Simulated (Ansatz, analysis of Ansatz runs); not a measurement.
# SrCl2(111): segregation of S_Cl, part 2 of 3

Question: does neutral S_Cl prefer the (111) surface of SrCl2 or the inside, and by how much? The same defect is put at one site in each of several layers from the top towards the middle of one slab. Model: a cell of 36 host atoms with 1 Cl taken out and 1 S put in.

Ansatz 0.2.0; plane-wave PAW DFT, PBEsol and LDA; a slab with vacuum, neutral defects.

So far. Step 2 (The clean slab): On a dense mesh the slab's energy differs by 5 meV an atom, so the sampling is kept; the layers are compared at one sampling, where most of this error should cancel, which was not tested. Step 3 (Does the supercell reconstruct?): Atoms end at most 0.00 Å from the small cell's positions, so the small cell's structure is at least a local minimum.

## Step 4: The defect, layer by layer

Level of this step: plane-wave PAW DFT, PBEsol, periodic cell with vacuum; relaxation of a neutral defect in a slab (Ansatz).

Each layer's defect is relaxed from random displacements. Layer 1 is shown in full.

Input file layer1_M1.relax/input.yaml:

```yaml
crystal:
  lattice:
    - [9.89878, 0.0, 0.0]
    - [4.94939, 8.572596, 0.0]
    - [0.0, 0.0, 23.0]
  atoms:
    - { symbol: Sr, position: [-0.0003665, -0.00091493, 0.66944933] }
    - { symbol: Sr, position: [0.33289096, 0.3324521, 0.33054189] }
    - { symbol: Sr, position: [0.16624153, 0.16576866, 0.49998872] }
    - { symbol: Cl, position: [0.16618192, 0.16576136, 0.37176292] }
    - { symbol: Cl, position: [-0.0004078, -0.00094204, 0.54194148] }
    - { symbol: S, position: [0.33296257, 0.33238183, 0.71488079] }
    - { symbol: Cl, position: [0.33290287, 0.3324046, 0.45802831] }
    - { symbol: Cl, position: [0.16624214, 0.16574258, 0.62820963] }
    - { symbol: Cl, position: [-0.00046085, -0.00089163, 0.28505644] }
    - { symbol: Sr, position: [-0.00037962, 0.49907721, 0.66945026] }
    - { symbol: Sr, position: [0.33285645, 0.83244989, 0.33053992] }
    - { symbol: Sr, position: [0.16627324, 0.66574805, 0.50000117] }
    - { symbol: Cl, position: [0.16621802, 0.66581389, 0.37178337] }
    - { symbol: Cl, position: [-0.000379, 0.49910822, 0.54195989] }
    - { symbol: Cl, position: [0.33298742, 0.8324172, 0.71490878] }
    - { symbol: Cl, position: [0.33294235, 0.83243651, 0.45803604] }
    - { symbol: Cl, position: [0.166302, 0.66576868, 0.62823308] }
    - { symbol: Cl, position: [-0.00043282, 0.49913558, 0.28510423] }
    - { symbol: Sr, position: [0.49960252, -0.00093769, 0.66944836] }
    - { symbol: Sr, position: [0.83288689, 0.33244183, 0.33053996] }
    - { symbol: Sr, position: [0.66624095, 0.16573361, 0.50000041] }
    - { symbol: Cl, position: [0.66626377, 0.16578031, 0.37178225] }
    - { symbol: Cl, position: [0.4995889, -0.00090055, 0.54196301] }
    - { symbol: Cl, position: [0.83296821, 0.33242881, 0.7149153] }
    - { symbol: Cl, position: [0.83290499, 0.33246059, 0.45804553] }
    - { symbol: Cl, position: [0.66632339, 0.16573498, 0.62822638] }
    - { symbol: Cl, position: [0.49953947, -0.00083724, 0.28510301] }
    - { symbol: Sr, position: [0.4996467, 0.49906257, 0.66944326] }
    - { symbol: Sr, position: [0.83287951, 0.83247008, 0.33053776] }
    - { symbol: Sr, position: [0.66625214, 0.66574811, 0.49998368] }
    - { symbol: Cl, position: [0.66619584, 0.66577033, 0.37174949] }
    - { symbol: Cl, position: [0.49957058, 0.49905761, 0.54194776] }
    - { symbol: Cl, position: [0.83293433, 0.83238414, 0.71489431] }
    - { symbol: Cl, position: [0.83288731, 0.8324014, 0.45802792] }
    - { symbol: Cl, position: [0.66627506, 0.66570925, 0.62820149] }
    - { symbol: Cl, position: [0.49952282, 0.49908907, 0.28508745] }
basis:
  ecutwfc: 420
  xc_grid: 2
hamiltonian:
  xc: pbesol
kpoints:
  mp_grid: { grid: [1, 1, 1] }
magnetization:
  spin_polarized: true
  initial_magnetization: 1
  spin_locking: { lock_magnetization: hard }
scf:
  occupations: { method: fermi_dirac, width: 0.01 }
  max_iter: 80
output:
  forces: true
relax:
  f_tol: 0.03
  max_steps: 90
  random_displacement: { amplitude: 0.05, seed: 5695 }
```

Run with:

```console
> ansatz run input.yaml --threads 4 --pin off --max-ram 15073MiB --backend cpu --events-out ev --progress --plain --runs-dir out
```

Numbers of over 12 decimals in the logs are rounded to 6 here.

The program printed:

```text
[...]
Crystal: 36 atoms, lattice volume = 1951.740 Å³
Basis set: ecut = 420 eV, 38177 PW (Γ), exchange–correlation on 144×144×320 points (8 copies of the dense FFT grid, shifted against one another)
Bands: 180, of which v1, the nominal top of the filled ones, is band 144 counted from 1 (143 counted from 0)
Symmetry: 1 space group operations
k-points: 1
[...]
Starting moments: Σ|m| = 1 μB on 36 of 36 sites
[...]
SCF iter   1: F=—  HF=-67278.014402 eV  |F-HF|=—  |Δ(HF+E_count)|=         —  Δρ=1.07e-2 (↑9.65e-3 ↓1.07e-2)  dr2=1.50e1  dr2_m=2.41e-1  M=1.000 μB ∫|m|=1.049 μB  β_m=0.30  ethr=3.10e-3  ⟨swp⟩=15.0  Hψ=2228  notcnv=0  defer=43
[...]
spin=Collinear: Resta preconditioning applied to the charge; magnetization (m = ρ↑ − ρ↓) channel mixes plain (no charge-response kernel on spin).
SCF iter   2: F=—  HF=-67274.945161 eV  |F-HF|=—  |Δ(HF+E_count)|=    3.07e0  Δρ=6.57e-3 (↑5.76e-3 ↓6.57e-3)  dr2=5.06e0  dr2_m=1.21e-1  M=1.000 μB ∫|m|=1.048 μB  β_m=0.50  ethr=3.10e-3  ⟨swp⟩=3.0  Hψ=535  notcnv=0  defer=62
[...]
SCF iter   7: F=-67274.534823 eV  HF=-67274.534824 eV  |F-HF|=1.36e-6  |Δ(HF+E_count)|=   2.07e-5  Δρ=7.35e-6 (↑7.35e-6 ↓7.16e-6)  dr2=5.54e-6  dr2_m=8.47e-8  M=1.000 μB ∫|m|=1.076 μB  ethr=7.84e-9  ⟨swp⟩=3.0  Hψ=1397  notcnv=0
SCF 1 converged in 7 iterations: F = -67274.534823 eV  dr2 = 5.54e-6
[...]
relax step   1: F+E_penalty+E_count = -67274.53482279 eV  Δ(F+E_penalty+E_count) = +0.000e0 eV  max|allowed force component| = 3.239e-1 eV/Å  Δτ_max = 0.0000 Å  (7 SCF iters, dr2 threshold 2.25e-5 eV, accepted)
[...]
relax step   2: F+E_penalty+E_count = -67274.66585031 eV  Δ(F+E_penalty+E_count) = -1.310e-1 eV  max|allowed force component| = 1.149e-1 eV/Å  Δτ_max = 0.0818 Å  (8 SCF iters, dr2 threshold 6.56e-6 eV, accepted)
[...]
relax step   3: F+E_penalty+E_count = -67274.68868480 eV  Δ(F+E_penalty+E_count) = -2.283e-2 eV  max|allowed force component| = 1.816e-2 eV/Å  Δτ_max = 0.0481 Å  (9 SCF iters, accepted)
SCF converged after 9 iterations
Stability checked in part: among states of this total moment the steps that led to this state did not find it unstable. No probe was made; neither looks for a lower state of another moment (fixed_total_moment; see scf.lower_state_search)
Magnetization: 1.0000 μB (144.0000 up, 143.0000 down)
Absolute magnetization: 1.0742 μB (∫|ρ↑−ρ↓|, with the PAW one-centre terms)
[...]
Per-site moments (μB) at R_I (Å): [(0.000552047, 1.202709), (1.0285719161590645e-6, 1.210425), (2.6861319857814076e-5, 1.215304), [... 33 left out ...]
Free energy (F): -67274.688685 eV
[...]
Internal energy: -67274.688685 eV  (E = F + TS)
E sigma→0 (E₀):  -67274.688685 eV
Fermi energy:    -0.577684 (↑ 1.095935, ↓ -0.577684) eV
[...]
--- Forces (eV/Å), atoms counted from 1 ---
  atom   1  Sr    -0.00028425    -0.00311053     0.01525597
  atom   2  Sr     0.00039776     0.00342211    -0.01289186
  atom   3  Sr    -0.00132372    -0.00298229     0.00987294
  atom   4  Cl    -0.00206279    -0.00037456     0.00147102
  atom   5  Cl    -0.00023886     0.00204248    -0.01373715
  atom   6  S      0.00223180    -0.00060677    -0.01364734
  atom   7  Cl     0.00242360     0.00110186     0.00838838
  atom   8  Cl     0.00058774     0.00276112    -0.00391688
  atom   9  Cl    -0.00057143    -0.00078825     0.00330403
  atom  10  Sr    -0.00916278     0.00744184     0.00993079
  atom  11  Sr     0.00022409     0.00009886    -0.01475360
  atom  12  Sr     0.00282566    -0.00206256     0.00646622
  atom  13  Cl    -0.00041005     0.00143544     0.00039520
  atom  14  Cl    -0.00364110     0.00441753    -0.00432464
[...]
atom  32  Cl     0.00204123    -0.00248297    -0.00715553
  atom  33  Cl     0.00360102     0.00370037    -0.00504220
  atom  34  Cl     0.00134385     0.00083234     0.01197352
  atom  35  Cl    -0.00365160     0.00175309    -0.00983719
  atom  36  Cl     0.00321758    -0.00134521     0.00383785
  max |Σ_I F_I| component: 7.06e-6 eV/Å
--- Relaxed structure (3 steps of the walk, 3 accepted, 0 SCFs on fresh bases) ---
  F+E_penalty+E_count = -67274.68868480 eV   max|allowed force component| = 1.816e-2 eV/Å
  atoms:
    - { symbol: Sr, position: [-0.000648, -3.3149912817719704e-5, 0.669319] }
    - { symbol: Sr, position: [0.332629, 0.333089, 0.330230] }
    - { symbol: Sr, position: [0.166527, 0.166715, 0.499633] }
    - { symbol: Cl, position: [0.166229, 0.166807, 0.371328] }
    - { symbol: Cl, position: [-0.000584, -0.000230, 0.542551] }
    - { symbol: S, position: [0.332785, 0.333017, 0.716456] }
    - { symbol: Cl, position: [0.332793, 0.333038, 0.457811] }
    - { symbol: Cl, position: [0.168390, 0.168410, 0.627722] }
    - { symbol: Cl, position: [-0.000627, -0.000137, 0.284833] }
    - { symbol: Sr, position: [-0.004544, 0.501686, 0.670046] }
    - { symbol: Sr, position: [0.332588, 0.833142, 0.330297] }
    - { symbol: Sr, position: [0.166263, 0.666005, 0.499740] }
    - { symbol: Cl, position: [0.166214, 0.665945, 0.371426] }
    - { symbol: Cl, position: [-0.001536, 0.500259, 0.541621] }
    - { symbol: Cl, position: [0.331150, 0.834056, 0.715163] }
    - { symbol: Cl, position: [0.331853, 0.833555, 0.457484] }
    - { symbol: Cl, position: [0.168415, 0.662264, 0.627850] }
    - { symbol: Cl, position: [-0.000896, 0.500041, 0.284488] }
    - { symbol: Sr, position: [0.501403, -0.004554, 0.670076] }
    - { symbol: Sr, position: [0.832690, 0.333078, 0.330264] }
    - { symbol: Sr, position: [0.665482, 0.166974, 0.499744] }
    - { symbol: Cl, position: [0.665383, 0.166981, 0.371310] }
    - { symbol: Cl, position: [0.500030, -0.001592, 0.541712] }
    - { symbol: Cl, position: [0.833941, 0.331094, 0.714928] }
[...]
- { symbol: Sr, position: [0.501375, 0.502100, 0.670144] }
    - { symbol: Sr, position: [0.832797, 0.833314, 0.330305] }
    - { symbol: Sr, position: [0.666287, 0.666340, 0.499207] }
[...]
- { symbol: Cl, position: [0.499893, 0.500717, 0.541690] }
    - { symbol: Cl, position: [0.833751, 0.833954, 0.714829] }
    - { symbol: Cl, position: [0.833106, 0.833813, 0.457513] }
    - { symbol: Cl, position: [0.666397, 0.666196, 0.627853] }
    - { symbol: Cl, position: [0.499155, 0.500152, 0.284623] }
```

The job ended after 53 s (4 threads of Arm Neoverse V1, shared host; peak memory 2.4 GiB; 3.4 min of CPU time).

Step by step:

```csv
step,energy less that of the first step (eV),largest force component (eV/Å)
1,0.0000,0.3239
2,-0.1310,0.1149
3,-0.1539,0.0182
```

The atoms that moved most (Å, from the sites as typed, ahead of the random displacement, the mean shift of all atoms taken out):

```csv
atom,dx,dy,dz,length
Sr19,-0.002,-0.037,0.018,0.042
Sr28,0.030,0.020,0.020,0.041
Cl26,-0.034,0.021,-0.006,0.040
S6,-0.001,-0.001,0.040,0.040
Sr10,-0.030,0.016,0.018,0.039
Cl8,0.033,0.017,-0.007,0.037
Cl17,0.002,-0.036,-0.005,0.037
Cl24,0.001,-0.018,0.004,0.018
```

Final coordinates:

```xyz
36
Lattice="9.8988 0.0000 0.0000 4.9494 8.5726 0.0000 0.0000 0.0000 23.0000" Properties=species:S:1:pos:R:3
Sr   -0.0066   -0.0003   15.3943
Sr    4.9412    2.8554    7.5953
Sr    2.4736    1.4292   11.4916
Cl    2.4711    1.4300    8.5405
Cl   -0.0069   -0.0020   12.4787
S     4.9424    2.8548   16.4785
Cl    4.9426    2.8550   10.5296
Cl    2.5004    1.4437   14.4376
Cl   -0.0069   -0.0012    6.5512
Sr    2.4381    4.3007   15.4111
Sr    7.4158    7.1422    7.5968
Sr    4.9421    5.7094   11.4940
Cl    4.9413    5.7089    8.5428
Cl    2.4608    4.2885   12.4573
Cl    7.4060    7.1500   16.4487
Cl    7.4105    7.1457   10.5221
Cl    4.9449    5.6773   14.4406
Cl    2.4660    4.2866    6.5432
Sr    4.9407   -0.0390   15.4117
Sr    9.8911    2.8553    7.5961
Sr    7.4139    1.4314   11.4941
Cl    7.4129    1.4315    8.5401
Cl    4.9418   -0.0136   12.4594
Cl    9.8937    2.8383   16.4433
Cl    9.8921    2.8475   10.5230
Cl    7.3841    1.4478   14.4391
Cl    4.9424   -0.0036    6.5467
Sr    7.4481    4.3043   15.4133
Sr   12.3681    7.1437    7.5970
Sr    9.8934    5.7123   11.4818
Cl    9.8917    5.7128    8.5433
Cl    7.4266    4.2924   12.4589
Cl   12.3807    7.1491   16.4411
Cl   12.3736    7.1479   10.5228
Cl    9.8938    5.7110   14.4406
Cl    7.4165    4.2876    6.5463
```

Neighbours of S6 at the end:

```csv
atom,distance (Å)
Sr10,3.082
Sr19,3.084
Sr28,3.084
Cl26,3.479
Cl17,3.481
Cl8,3.481
Cl23,4.938
Cl14,4.938
Cl32,4.939
Cl15,4.947
Cl24,4.948
Cl33,4.949
```

All relaxations:

```csv
layer,depth (Å),moment (μB),outcome,structures computed,largest displacement from the input (Å),time
1,0.00,1,converged,3,0.04,53 s
2,1.99,1,converged,9,0.50,2.7 min
3,3.98,1,converged,9,0.37,2.8 min
```

The relaxation ends 4.3 meV an atom lower than the displaced start, with a largest force component of 0.018 eV/Å.

(Part 2 of 3 ends here.)

[Logs are printed without paths, hosts, clocks, repeated set-up lines and the standing remarks that a program may print on its own settings, such as how far it seeks lower states.]

[Hosts, paths, dates, database ids (printed as entryN), source tags and the programs' standing remarks are cut or masked in the printed files.]

[Maps of the electrostatic potential energy from Ansatz leave out the sawtooth potential of an applied field or a dipole correction, so their vacuum need not be flat.]
